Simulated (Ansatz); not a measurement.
MnS:

```
Mn S
1.0
     0.00000    2.60450    2.60450
     2.60450    0.00000    2.60450
     2.60450    2.60450    0.00000
Mn S
1 1
Direct
  0.00000 0.00000 0.00000
  0.50000 0.50000 0.50000
```

```yaml
Program: Ansatz 0.2.0
Task: relaxation of cell and atoms
Functional: LDA
Potentials_or_basis: Ansatz PAW
Cutoff: "420 eV (not typed: the program's choice for these potentials)"
k_mesh: 9 × 9 × 9
Occupations: fermi-dirac, width 0.05 eV
Spin: collinear spin, ferromagnetic start
Starting_moments: "[4.0, 0.0] μB"
```

At the start: volume 17.67 Å³/atom.

Q: How do energy, volume and symmetry change on relaxing?

A: It ends after 7 steps and the volume is 13.87 Å³/atom (-21.5 %); space group Fm-3m (No. 225, to 0.05 Å); moment 3.63 μB per cell.

The path:
```csv
step,energy change (eV),largest force (eV/Å),volume (Å³)
1,0.0000,0.0000,35.33
2,-0.2739,0.0000,30.97
3,-0.3374,0.0000,26.48
4,-0.3538,0.0000,27.94
5,-0.3542,0.0000,27.78
6,-0.3542,0.0000,27.73
7,-0.3531,0.0000,27.73
```

Final structure:
```
Mn S
1.0
     0.00000    2.40247    2.40247
     2.40247    0.00000    2.40247
     2.40247    2.40247    0.00000
Mn S
1 1
Cartesian
  0.0000 0.0000 0.0000
  2.4025 2.4025 2.4025
```

Caveat: the volume moved by over 15 % at a fixed basis, so the end points are rough; the plane-wave basis is chosen anew once the cell has moved, so the energies of steps on either side of that aren't comparable; a cell with one magnetic atom can't hold antiferromagnetic order, which such compounds often take; the PAW data sets come from PBE, with cores solved anew for the run's functional, which leaves a small shift of forces and pressure.
